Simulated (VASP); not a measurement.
# Tl (P6_3/mmc) in VASP: further runs, part 4 of 8

VASP 6.6.1. Earlier steps stand in the parts before.

### Step 32. Equation of state, PBEsol, 29.43 Å³/atom

Contents of INCAR:

```
SYSTEM = Tl
ADDGRID  = .False.      
ALGO     = Normal         ! electronic algorithm
EDIFF    = 1E-6           ! SCF threshold, eV
ENCUT    = 350            ! plane-wave cutoff, eV
GGA      = PS             ! functional
ISIF     = 2              ! what is computed and relaxed
ISMEAR   = 1              ! smearing method
LASPH    = .True.         ! aspherical terms in the spheres
LCHARG   = .False.        ! write CHGCAR
LREAL    = .False.        ! projectors in reciprocal space
LWAVE    = .False.        ! write WAVECAR
NELM     = 100            ! most SCF steps
PREC     = Accurate       ! precision mode
SIGMA    = 0.1            ! smearing width, eV
```

Contents of KPOINTS:

```
k-points
0
Gamma
  6 6 4
  0 0 0
```

Contents of POSCAR:

```
Tl
1.0
    3.4902200473      0.0000000000      0.0000000000
   -1.7451100236      3.0226192258      0.0000000000
    0.0000000000      0.0000000000      5.5797065281
Tl
2
Direct
    0.6666666667      0.3333333333      0.7500000000
    0.3333333333      0.6666666667      0.2500000000
```

The run is started by

```console
$ cat potpaw_PBE.64/Tl_d/POTCAR > POTCAR
$ mpirun -np 1 vasp_std > vasp.out
```

Wall time 6.5 s (1 thread of AMD EPYC 9R45 (Zen 5), shared host); peak memory 0.12 GiB.

These settings aren't checked as converged: the numbers below hold their error.

What came out:

- Free energy: -5.2267 eV
- Pressure: -1.6 GPa
- Band gap on the k mesh: none (metal or under the smearing width)

Caveat: the PAW data sets were made with another functional, which shifts forces and pressure a little.

### Step 33. Equation of state, PBEsol, 27.72 Å³/atom

INCAR, as its differences from that of step 32:

```diff
@@ -4,3 +4,3 @@
 EDIFF    = 1E-6           ! SCF threshold, eV
-ENCUT    = 350            ! plane-wave cutoff, eV
+ENCUT    = 250            ! plane-wave cutoff, eV
 GGA      = PS             ! functional
```

Contents of KPOINTS:

```
k-points
0
Gamma
  8 8 4
  0 0 0
```

Contents of POSCAR:

```
Tl
1.0
    3.4210885222      0.0000000000      0.0000000000
   -1.7105442611      2.9627495688      0.0000000000
    0.0000000000      0.0000000000      5.4691881034
Tl
2
Direct
    0.6666666667      0.3333333333      0.7500000000
    0.3333333333      0.6666666667      0.2500000000
```

Potentials or basis: VASP PAW PBE potentials, release 64 (Tl_d).

The run is started by

```console
$ cat potpaw_PBE.64/Tl_d/POTCAR > POTCAR
$ mpirun -np 1 vasp_std > vasp.out
```

Wall time 5.2 s (1 thread of AMD EPYC 9R45 (Zen 5), shared host); peak memory 0.09 GiB.

The run converged, but some of its settings lie outside the range that counts as converged, so its numbers aren't taken as properties of the crystal.

What came out:

- Free energy: -5.1589 eV
- Band gap on the k mesh: none (metal or under the smearing width)

Caveat: the cutoff is under 1.25 times the usual one of these potentials, so pressure, stress and relaxed cells hold a basis-set (Pulay) error; the PAW data sets were made with another functional, which shifts forces and pressure a little.

### Step 34. Equation of state, PBEsol, 29.43 Å³/atom

INCAR is that of step 33.

KPOINTS is that of step 33.

Contents of POSCAR:

```
Tl
1.0
    3.4902200473      0.0000000000      0.0000000000
   -1.7451100236      3.0226192258      0.0000000000
    0.0000000000      0.0000000000      5.5797065281
Tl
2
Direct
    0.6666666667      0.3333333333      0.7500000000
    0.3333333333      0.6666666667      0.2500000000
```

The run is started by

```console
$ cat potpaw_PBE.64/Tl_d/POTCAR > POTCAR
$ mpirun -np 1 vasp_std > vasp.out
```

It took 5.3 s on 1 thread of AMD EPYC 9R45 (Zen 5), shared host; peak memory 0.09 GiB.

These settings aren't checked as converged: the numbers below hold their error.

What came out:

* Free energy: -5.1726 eV
* Band gap on the k mesh: none (metal or under the smearing width)

Caveat: the cutoff is under 1.25 times the usual one of these potentials, so pressure, stress and relaxed cells hold a basis-set (Pulay) error; the PAW data sets were made with another functional, which shifts forces and pressure a little.

### Step 35. Equation of state, PBEsol, 27.72 Å³/atom

INCAR, as its differences from that of step 34:

```diff
@@ -4,3 +4,3 @@
 EDIFF    = 1E-6           ! SCF threshold, eV
-ENCUT    = 250            ! plane-wave cutoff, eV
+ENCUT    = 400            ! plane-wave cutoff, eV
 GGA      = PS             ! functional
```

Contents of KPOINTS:

```
k-points
0
Gamma
  6 6 4
  0 0 0
```

Contents of POSCAR:

```
Tl
1.0
    3.4210885222      0.0000000000      0.0000000000
   -1.7105442611      2.9627495688      0.0000000000
    0.0000000000      0.0000000000      5.4691881034
Tl
2
Direct
    0.6666666667      0.3333333333      0.7500000000
    0.3333333333      0.6666666667      0.2500000000
```

The run is started by

```console
$ cat potpaw_PBE.64/Tl_d/POTCAR > POTCAR
$ mpirun -np 1 vasp_std > vasp.out
```

Wall time 6.7 s (1 thread of AMD EPYC 9R45 (Zen 5), shared host); peak memory 0.12 GiB.

These settings aren't checked as converged: the numbers below hold their error.

Results:

```
Free energy            : -5.2280 eV
Pressure               : 1.1 GPa
Band gap on the k mesh : none (metal or under the smearing width)
```

Caveat: the PAW data sets were made with another functional, which shifts forces and pressure a little.

### Step 36. Equation of state, PBEsol, 29.43 Å³/atom

INCAR is that of step 35.

KPOINTS is that of step 35.

Contents of POSCAR:

```
Tl
1.0
    3.4902200473      0.0000000000      0.0000000000
   -1.7451100236      3.0226192258      0.0000000000
    0.0000000000      0.0000000000      5.5797065281
Tl
2
Direct
    0.6666666667      0.3333333333      0.7500000000
    0.3333333333      0.6666666667      0.2500000000
```

Potentials or basis: VASP PAW PBE potentials, release 64 (Tl_d).

The run is started by

```console
$ cat potpaw_PBE.64/Tl_d/POTCAR > POTCAR
$ mpirun -np 1 vasp_std > vasp.out
```

Wall time 6.7 s (1 thread of AMD EPYC 9R45 (Zen 5), shared host); peak memory 0.12 GiB.

The run converged, but some of its settings lie outside the range that counts as converged, so its numbers aren't taken as properties of the crystal.

Results:

```
Free energy            : -5.2278 eV
Pressure               : -1.2 GPa
Band gap on the k mesh : none (metal or under the smearing width)
```

Caveat: the PAW data sets were made with another functional, which shifts forces and pressure a little.

### Step 37. Equation of state, PBEsol, 27.72 Å³/atom

INCAR, as its differences from that of step 36:

```diff
@@ -4,3 +4,3 @@
 EDIFF    = 1E-6           ! SCF threshold, eV
-ENCUT    = 400            ! plane-wave cutoff, eV
+ENCUT    = 450            ! plane-wave cutoff, eV
 GGA      = PS             ! functional
```

KPOINTS is that of step 36.

Contents of POSCAR:

```
Tl
1.0
    3.4210885222      0.0000000000      0.0000000000
   -1.7105442611      2.9627495688      0.0000000000
    0.0000000000      0.0000000000      5.4691881034
Tl
2
Direct
    0.6666666667      0.3333333333      0.7500000000
    0.3333333333      0.6666666667      0.2500000000
```

The run is started by

```console
$ cat potpaw_PBE.64/Tl_d/POTCAR > POTCAR
$ mpirun -np 1 vasp_std > vasp.out
```

It took 6.8 s on 1 thread of AMD EPYC 9R45 (Zen 5), shared host; peak memory 0.12 GiB.

These settings aren't checked as converged: the numbers below hold their error.

Results:

| Item | Value |
| --- | --- |
| Free energy | -5.2283 eV |
| Pressure | 1.2 GPa |
| Band gap on the k mesh | none (metal or under the smearing width) |

Caveat: the PAW data sets were made with another functional, which shifts forces and pressure a little.

### Step 38. Equation of state, PBEsol, 29.43 Å³/atom

INCAR is that of step 37.

KPOINTS is that of step 37.

Contents of POSCAR:

```
Tl
1.0
    3.4902200473      0.0000000000      0.0000000000
   -1.7451100236      3.0226192258      0.0000000000
    0.0000000000      0.0000000000      5.5797065281
Tl
2
Direct
    0.6666666667      0.3333333333      0.7500000000
    0.3333333333      0.6666666667      0.2500000000
```

The run is started by

```console
$ cat potpaw_PBE.64/Tl_d/POTCAR > POTCAR
$ mpirun -np 1 vasp_std > vasp.out
```

It took 7 s on 1 thread of AMD EPYC 9R45 (Zen 5), shared host; peak memory 0.12 GiB.

These settings aren't checked as converged: the numbers below hold their error.

What came out:

```yaml
Free_energy: -5.2282 eV
Pressure: -1.1 GPa
Band_gap_on_the_k_mesh: none (metal or under the smearing width)
```

Caveat: the PAW data sets were made with another functional, which shifts forces and pressure a little.

### Step 39. Equation of state, PBEsol, 27.72 Å³/atom

INCAR, as its differences from that of step 38:

```diff
@@ -14,2 +14,2 @@
 PREC     = Accurate       ! precision mode
-SIGMA    = 0.1            ! smearing width, eV
+SIGMA    = 0.4            ! smearing width, eV
```

KPOINTS is that of step 38.

Contents of POSCAR:

```
Tl
1.0
    3.4210885222      0.0000000000      0.0000000000
   -1.7105442611      2.9627495688      0.0000000000
    0.0000000000      0.0000000000      5.4691881034
Tl
2
Direct
    0.6666666667      0.3333333333      0.7500000000
    0.3333333333      0.6666666667      0.2500000000
```

Potentials or basis: VASP PAW PBE potentials, release 64 (Tl_d).

The run is started by

```console
$ cat potpaw_PBE.64/Tl_d/POTCAR > POTCAR
$ mpirun -np 1 vasp_std > vasp.out
```

It took 7.1 s on 1 thread of AMD EPYC 9R45 (Zen 5), shared host; peak memory 0.12 GiB.

These settings aren't checked as converged: the numbers below hold their error.

Results:

```
Free energy            : -5.2292 eV
Pressure               : 1.1 GPa
Band gap on the k mesh : none (metal or under the smearing width)
```

Caveat: the PAW data sets were made with another functional, which shifts forces and pressure a little.

### Step 40. Equation of state, PBEsol, 29.43 Å³/atom

INCAR is that of step 39.

KPOINTS is that of step 39.

Contents of POSCAR:

```
Tl
1.0
    3.4902200473      0.0000000000      0.0000000000
   -1.7451100236      3.0226192258      0.0000000000
    0.0000000000      0.0000000000      5.5797065281
Tl
2
Direct
    0.6666666667      0.3333333333      0.7500000000
    0.3333333333      0.6666666667      0.2500000000
```

The run is started by

```console
$ cat potpaw_PBE.64/Tl_d/POTCAR > POTCAR
$ mpirun -np 1 vasp_std > vasp.out
```

Wall time 7.2 s (1 thread of AMD EPYC 9R45 (Zen 5), shared host); peak memory 0.13 GiB.

These settings aren't checked as converged: the numbers below hold their error.

What came out:

```
Free energy            : -5.2275 eV
Pressure               : -1.1 GPa
Band gap on the k mesh : none (metal or under the smearing width)
```

Caveat: the PAW data sets were made with another functional, which shifts forces and pressure a little.

### Step 41. Equation of state, PBEsol, 27.72 Å³/atom

INCAR, as its differences from that of step 40:

```diff
@@ -14,2 +14,2 @@
 PREC     = Accurate       ! precision mode
-SIGMA    = 0.4            ! smearing width, eV
+SIGMA    = 0.2            ! smearing width, eV
```

KPOINTS is that of step 40.

Contents of POSCAR:

```
Tl
1.0
    3.4210885222      0.0000000000      0.0000000000
   -1.7105442611      2.9627495688      0.0000000000
    0.0000000000      0.0000000000      5.4691881034
Tl
2
Direct
    0.6666666667      0.3333333333      0.7500000000
    0.3333333333      0.6666666667      0.2500000000
```

The run is started by

```console
$ cat potpaw_PBE.64/Tl_d/POTCAR > POTCAR
$ mpirun -np 1 vasp_std > vasp.out
```

Wall time 7.2 s (1 thread of AMD EPYC 9R45 (Zen 5), shared host); peak memory 0.12 GiB.

The run converged, but some of its settings lie outside the range that counts as converged, so its numbers aren't taken as properties of the crystal.

Results:

| Quantity | Value |
| --- | --- |
| Free energy | -5.2302 eV |
| Pressure | 1.1 GPa |
| Band gap on the k mesh | none (metal or under the smearing width) |

Caveat: the PAW data sets were made with another functional, which shifts forces and pressure a little.

### Step 42. Equation of state, PBEsol, 29.43 Å³/atom

INCAR is that of step 41.

KPOINTS is that of step 41.

Contents of POSCAR:

```
Tl
1.0
    3.4902200473      0.0000000000      0.0000000000
   -1.7451100236      3.0226192258      0.0000000000
    0.0000000000      0.0000000000      5.5797065281
Tl
2
Direct
    0.6666666667      0.3333333333      0.7500000000
    0.3333333333      0.6666666667      0.2500000000
```

Potentials or basis: VASP PAW PBE potentials, release 64 (Tl_d).

The run is started by

```console
$ cat potpaw_PBE.64/Tl_d/POTCAR > POTCAR
$ mpirun -np 1 vasp_std > vasp.out
```

Run time: 7.1 s. Hardware: 1 thread of AMD EPYC 9R45 (Zen 5), shared host; peak memory 0.13 GiB.

These settings aren't checked as converged: the numbers below hold their error.

Results:

- Free energy: -5.2287 eV
- Pressure: -1.1 GPa
- Band gap on the k mesh: none (metal or under the smearing width)

Caveat: the PAW data sets were made with another functional, which shifts forces and pressure a little.

### Step 43. Equation of state, PBEsol, 27.72 Å³/atom

INCAR, as its differences from that of step 42:

```diff
@@ -14,2 +14,2 @@
 PREC     = Accurate       ! precision mode
-SIGMA    = 0.2            ! smearing width, eV
+SIGMA    = 0.05           ! smearing width, eV
```

KPOINTS is that of step 42.

Contents of POSCAR:

```
Tl
1.0
    3.4210885222      0.0000000000      0.0000000000
   -1.7105442611      2.9627495688      0.0000000000
    0.0000000000      0.0000000000      5.4691881034
Tl
2
Direct
    0.6666666667      0.3333333333      0.7500000000
    0.3333333333      0.6666666667      0.2500000000
```

The run is started by

```console
$ cat potpaw_PBE.64/Tl_d/POTCAR > POTCAR
$ mpirun -np 1 vasp_std > vasp.out
```

It took 7 s on 1 thread of AMD EPYC 9R45 (Zen 5), shared host; peak memory 0.12 GiB.

The run converged, but some of its settings lie outside the range that counts as converged, so its numbers aren't taken as properties of the crystal.

What came out:

| Property | Result |
| --- | --- |
| Free energy | -5.2273 eV |
| Pressure | 1.2 GPa |
| Band gap on the k mesh | none (metal or under the smearing width) |

Caveat: the PAW data sets were made with another functional, which shifts forces and pressure a little.

### Step 44. Equation of state, PBEsol, 29.43 Å³/atom

INCAR is that of step 43.

KPOINTS is that of step 43.

Contents of POSCAR:

```
Tl
1.0
    3.4902200473      0.0000000000      0.0000000000
   -1.7451100236      3.0226192258      0.0000000000
    0.0000000000      0.0000000000      5.5797065281
Tl
2
Direct
    0.6666666667      0.3333333333      0.7500000000
    0.3333333333      0.6666666667      0.2500000000
```

The run is started by

```console
$ cat potpaw_PBE.64/Tl_d/POTCAR > POTCAR
$ mpirun -np 1 vasp_std > vasp.out
```

Run time: 7.1 s. Hardware: 1 thread of AMD EPYC 9R45 (Zen 5), shared host; peak memory 0.13 GiB.

The run converged, but some of its settings lie outside the range that counts as converged, so its numbers aren't taken as properties of the crystal.

Results:

```
Free energy            : -5.2279 eV
Pressure               : -1.0 GPa
Band gap on the k mesh : none (metal or under the smearing width)
```

Caveat: the PAW data sets were made with another functional, which shifts forces and pressure a little.

### Step 45. Equation of state, PBEsol, 27.72 Å³/atom

INCAR, as its differences from that of step 44:

```diff
@@ -14,2 +14,2 @@
 PREC     = Accurate       ! precision mode
-SIGMA    = 0.05           ! smearing width, eV
+SIGMA    = 0.02           ! smearing width, eV
```

KPOINTS is that of step 44.

Contents of POSCAR:

```
Tl
1.0
    3.4210885222      0.0000000000      0.0000000000
   -1.7105442611      2.9627495688      0.0000000000
    0.0000000000      0.0000000000      5.4691881034
Tl
2
Direct
    0.6666666667      0.3333333333      0.7500000000
    0.3333333333      0.6666666667      0.2500000000
```

Potentials or basis: VASP PAW PBE potentials, release 64 (Tl_d).

The run is started by

```console
$ cat potpaw_PBE.64/Tl_d/POTCAR > POTCAR
$ mpirun -np 1 vasp_std > vasp.out
```

Wall time 7.5 s (1 thread of AMD EPYC 9R45 (Zen 5), shared host); peak memory 0.12 GiB.

The run converged, but some of its settings lie outside the range that counts as converged, so its numbers aren't taken as properties of the crystal.

Results:

```yaml
Free_energy: -5.2272 eV
Pressure: 1.2 GPa
Band_gap_on_the_k_mesh: none (metal or under the smearing width)
```

Caveat: the PAW data sets were made with another functional, which shifts forces and pressure a little.

### Step 46. Equation of state, PBEsol, 29.43 Å³/atom

INCAR is that of step 45.

KPOINTS is that of step 45.

Contents of POSCAR:

```
Tl
1.0
    3.4902200473      0.0000000000      0.0000000000
   -1.7451100236      3.0226192258      0.0000000000
    0.0000000000      0.0000000000      5.5797065281
Tl
2
Direct
    0.6666666667      0.3333333333      0.7500000000
    0.3333333333      0.6666666667      0.2500000000
```

The run is started by

```console
$ cat potpaw_PBE.64/Tl_d/POTCAR > POTCAR
$ mpirun -np 1 vasp_std > vasp.out
```

It took 7.2 s on 1 thread of AMD EPYC 9R45 (Zen 5), shared host; peak memory 0.12 GiB.

The run converged, but some of its settings lie outside the range that counts as converged, so its numbers aren't taken as properties of the crystal.

Results:

- Free energy: -5.2277 eV
- Pressure: -1.0 GPa
- Band gap on the k mesh: none (metal or under the smearing width)

Caveat: the PAW data sets were made with another functional, which shifts forces and pressure a little.

### Step 47. Equation of state, PBEsol, 27.72 Å³/atom

INCAR, as its differences from that of step 46:

```diff
@@ -13,3 +13,3 @@
 NELM     = 100            ! most SCF steps
-PREC     = Accurate       ! precision mode
-SIGMA    = 0.02           ! smearing width, eV
+PREC     = Low            ! precision mode
+SIGMA    = 0.1            ! smearing width, eV
```

KPOINTS is that of step 46.

Contents of POSCAR:

```
Tl
1.0
    3.4210885222      0.0000000000      0.0000000000
   -1.7105442611      2.9627495688      0.0000000000
    0.0000000000      0.0000000000      5.4691881034
Tl
2
Direct
    0.6666666667      0.3333333333      0.7500000000
    0.3333333333      0.6666666667      0.2500000000
```

The run is started by

```console
$ cat potpaw_PBE.64/Tl_d/POTCAR > POTCAR
$ mpirun -np 1 vasp_std > vasp.out
```

It took 4.9 s on 1 thread of AMD EPYC 9R45 (Zen 5), shared host; peak memory 0.08 GiB.

These settings aren't checked as converged: the numbers below hold their error.

What came out:

```yaml
Free_energy: -5.2286 eV
Pressure: 1.1 GPa
Band_gap_on_the_k_mesh: none (metal or under the smearing width)
```

Caveat: the PAW data sets were made with another functional, which shifts forces and pressure a little.

### Step 48. Equation of state, PBEsol, 29.43 Å³/atom

INCAR is that of step 47.

KPOINTS is that of step 47.

Contents of POSCAR:

```
Tl
1.0
    3.4902200473      0.0000000000      0.0000000000
   -1.7451100236      3.0226192258      0.0000000000
    0.0000000000      0.0000000000      5.5797065281
Tl
2
Direct
    0.6666666667      0.3333333333      0.7500000000
    0.3333333333      0.6666666667      0.2500000000
```

Potentials or basis: VASP PAW PBE potentials, release 64 (Tl_d).

The run is started by

```console
$ cat potpaw_PBE.64/Tl_d/POTCAR > POTCAR
$ mpirun -np 1 vasp_std > vasp.out
```

It took 4.7 s on 1 thread of AMD EPYC 9R45 (Zen 5), shared host; peak memory 0.09 GiB.

These settings aren't checked as converged: the numbers below hold their error.

Results:

- Free energy: -5.2277 eV
- Pressure: -1.0 GPa
- Band gap on the k mesh: none (metal or under the smearing width)

Caveat: the PAW data sets were made with another functional, which shifts forces and pressure a little.

### Step 49. Equation of state, PBEsol, 27.72 Å³/atom

INCAR, as its differences from that of step 48:

```diff
@@ -13,3 +13,3 @@
 NELM     = 100            ! most SCF steps
-PREC     = Low            ! precision mode
+PREC     = Normal         ! precision mode
 SIGMA    = 0.1            ! smearing width, eV
```

KPOINTS is that of step 48.

Contents of POSCAR:

```
Tl
1.0
    3.4210885222      0.0000000000      0.0000000000
   -1.7105442611      2.9627495688      0.0000000000
    0.0000000000      0.0000000000      5.4691881034
Tl
2
Direct
    0.6666666667      0.3333333333      0.7500000000
    0.3333333333      0.6666666667      0.2500000000
```

The run is started by

```console
$ cat potpaw_PBE.64/Tl_d/POTCAR > POTCAR
$ mpirun -np 1 vasp_std > vasp.out
```

Wall time 4.6 s (1 thread of AMD EPYC 9R45 (Zen 5), shared host); peak memory 0.1 GiB.

The run converged, but some of its settings lie outside the range that counts as converged, so its numbers aren't taken as properties of the crystal.

What came out:

| Item | Value |
| --- | --- |
| Free energy | -5.2282 eV |
| Pressure | 1.2 GPa |
| Band gap on the k mesh | none (metal or under the smearing width) |

Caveat: the PAW data sets were made with another functional, which shifts forces and pressure a little.

### Step 50. Equation of state, PBEsol, 29.43 Å³/atom

INCAR is that of step 49.

KPOINTS is that of step 49.

Contents of POSCAR:

```
Tl
1.0
    3.4902200473      0.0000000000      0.0000000000
   -1.7451100236      3.0226192258      0.0000000000
    0.0000000000      0.0000000000      5.5797065281
Tl
2
Direct
    0.6666666667      0.3333333333      0.7500000000
    0.3333333333      0.6666666667      0.2500000000
```

The run is started by

```console
$ cat potpaw_PBE.64/Tl_d/POTCAR > POTCAR
$ mpirun -np 1 vasp_std > vasp.out
```

It took 4.6 s on 1 thread of AMD EPYC 9R45 (Zen 5), shared host; peak memory 0.1 GiB.

The run converged, but some of its settings lie outside the range that counts as converged, so its numbers aren't taken as properties of the crystal.

Results:

```
Free energy            : -5.2282 eV
Pressure               : -1.1 GPa
Band gap on the k mesh : none (metal or under the smearing width)
```

Caveat: the PAW data sets were made with another functional, which shifts forces and pressure a little.

(Continued in part 5 of 8.)
